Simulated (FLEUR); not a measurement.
CdS (Hawleyite) under changes of volume

One of the cells (24.808 Å³/atom); the others are scaled copies at fixed shape and fractional positions:

```
Cd S
1.0
     0.00000    2.91650    2.91650
     2.91650    0.00000    2.91650
     2.91650    2.91650    0.00000
Cd S
1 1
Direct
  0.00000 0.00000 0.00000
  0.75000 0.75000 0.75000
```

```yaml
Program: FLEUR MaX-R8.1 (later development tree)
Functional: PBE
Potentials_or_basis: all-electron
Basis: FLAPW
Kmax: 4.51 1/bohr
k_mesh: 8 × 8 × 8
Occupations: fermi-dirac, width 0.05 eV
Spin: no spin polarisation
```

```csv
volume (Å³/atom),energy over the lowest point (meV/atom),gap on the mesh (eV)
23.319,?,?
23.815,37.10,1.23
24.312,21.41,1.19
24.808,10.29,1.14
25.304,3.30,1.10
25.800,0.00,1.06
26.296,0.03,1.02
```

Q: What does the run at 23.319 Å³/atom give?

A: Energy over the lowest point 57.90 meV/atom; gap on the mesh 1.27 eV.

Worked out: A Birch-Murnaghan fit of order 3 (a polynomial in V^(-2/3)) to the other rows has its minimum at 26.04 Å³/atom with B0 = V·E''(V) = 54 GPa and B' = 4.4. It gives 57.84 meV/atom at 23.319 Å³/atom, against the run's 57.90. A straight line through the other rows of the gap, of slope -2.13 eV per unit of ln V (its deformation potential), extrapolates to 1.28 eV, against the run's 1.27.

Energies are extrapolated to zero smearing.

Caveats: the plane-wave cutoff is short for the semicore states, which can make moduli rough.

Spin-orbit coupling on Cd is left out.
